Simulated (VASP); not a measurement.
C: relaxation of cell and atoms with PBE+D3(BJ)

The system is C.

```xyz
2
Lattice="2.4647 0.0000 0.0000 -1.2324 2.1345 0.0000 0.0000 0.0000 3.5745" Properties=species:S:1:pos:R:3 pbc="T T T"
C     0.0000    1.4230    0.0000
C     1.2324    0.7115    0.0000
```

This is a stacking variant of graphite.

```yaml
Program: VASP 6.6.1
Task: relaxation of cell and atoms
Functional: PBE
Dispersion: D3(BJ)
Potentials_or_basis: VASP PAW PBE potentials, release 64 (C)
Cutoff: 600 eV
k_mesh: 21 × 21 × 12
Occupations: gaussian, width 0.1 eV
Spin: no spin polarisation
Dipole_correction: no
Further_INCAR_settings: ALGO = Fast; EDIFF = 1e-06; IBRION = 2; EDIFFG = -0.005; NSW = 100; ISIF = 3
```

| Item | Value |
| --- | --- |
| Relaxed volume | 9.30 Å³/atom |
| Relaxed cell | a = 2.465 Å, b = 2.465 Å, c = 3.537 Å, α = 90.00°, β = 90.00°, γ = 120.00° |
| Space group after relaxing (to 0.05 Å) | P6/mmm (No. 191) |
| Energy gained by relaxing | 0.1 meV/atom |
| Ionic steps | 12 |
| Pressure after relaxing | 0.0 GPa |
| Band gap on the k mesh | none (metal or under the smearing width) |
| Dispersion energy per atom | -0.147 eV |

Stress tensor (GPa, compression positive):
```
 0.03  0.00  0.00
 0.00  0.03  0.00
 0.00  0.00 -0.06
```

Step by step:
```csv
step,energy change (eV),largest force (eV/Å),pressure (GPa),volume (Å³)
1,0.0000,0.0000,-0.01,18.81
2,0.0000,0.0000,-0.37,18.80
3,0.0000,0.0000,-0.32,18.80
4,0.0000,0.0000,-0.27,18.80
5,0.0000,0.0000,-0.22,18.79
6,-0.0001,0.0000,-0.11,18.75
7,-0.0002,0.0000,0.15,18.67
8,-0.0001,0.0000,0.80,18.51
9,-0.0002,0.0000,0.44,18.62
10,-0.0002,0.0000,0.28,18.65
11,-0.0002,0.0000,0.23,18.64
12,-0.0002,0.0000,0.00,18.61
```

Final structure:
```yaml
crystal:
  lattice:
    - [2.46489, 0.00000, 0.00000]
    - [-1.23245, 2.13466, 0.00000]
    - [0.00000, 0.00000, 3.53674]
  atoms:
    - { symbol: C, position: [0.33333, 0.66667, 0.00000] }
    - { symbol: C, position: [0.66667, 0.33333, 0.00000] }
```

Levels at points of the mesh, in eV from the Fermi level:
```
           k point  band 1  band 2  band 3  band 4  band 5  band 6  band 7  band 8
(0.00, 0.00, 0.00)  -19.61   -6.82   -3.03   -3.03    3.90    8.31    8.31   11.60
(0.00, 0.00, 0.50)  -19.41   -8.32   -3.00   -3.00    8.37    8.37    9.39   11.32
```

Run time: 96 s on 1 thread of Intel(R) Xeon(R) 6975P-C (Granite Rapids) (shared host), peak memory 0.18 GiB.
